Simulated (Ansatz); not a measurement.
Below is a relaxed structure of TlCl5. The cell was found from a structure generator's guess, not taken from experiment.

The calculation used Ansatz 0.2.0, DFT PBE, scalar-relativistic, plane waves, PAW. Cutoff 420 eV, Γ-centred mesh, Gaussian smearing, no spin polarisation.

```cif
data_structure
_symmetry_space_group_name_H-M 'P 1'
_symmetry_Int_Tables_number 1
_cell_length_a 5.0864
_cell_length_b 5.0864
_cell_length_c 7.6363
_cell_angle_alpha 90.000
_cell_angle_beta 90.000
_cell_angle_gamma 120.000
_cell_volume 171.09
loop_
_atom_site_label
_atom_site_type_symbol
_atom_site_fract_x
_atom_site_fract_y
_atom_site_fract_z
_atom_site_occupancy
Tl1 Tl 0.00000 0.00000 0.00000 1
Cl1 Cl 0.33333 0.66667 0.00000 1
Cl2 Cl 0.66667 0.33333 0.00000 1
Cl3 Cl 0.00000 0.00000 0.50000 1
Cl4 Cl 0.33333 0.66667 0.50000 1
Cl5 Cl 0.66667 0.33333 0.50000 1
```

Energies over the elements count from the elements' standard structures at the same level (Cl₂ as a molecule), with no fitted energy shifts.

Task: Find its symmetry and describe it.

Result: P6/mmm (No. 191). Conventional cell: a = 5.086 Å, c = 7.636 Å. Around Tl lie 6 Cl at 2.94 Å; Cl on a site of symmetry -6m2 is surrounded by 3 Tl at 2.94 Å and 3 Cl at 2.94 Å; Cl on a site of symmetry 6/mmm has 6 Cl at 2.94 Å (long against the sum of covalent radii); around Cl on a second site of symmetry -6m2 lie 6 Cl at 2.94 Å (long against the sum of covalent radii).

Task: How far does it lie from the elements in energy?

Result: +0.11 eV/atom. The separate elements lie lower, so it is unstable against them.

Task: Is it a metal?

Result: Yes, bands cross the Fermi level on the 12×12×6 mesh.

The last run used a 12×12×6 mesh (in the run's order of axes) for its 6-atom cell and Gaussian smearing of 0.10 eV. Weakly bound directions are ill-defined at this level, which has no dispersion term. Spin–orbit coupling, which can matter for Tl, is left out. The cell is a metal run without spin; a magnetic state may lie lower. Symmetry constrained the relaxation, so the result can be a saddle point.
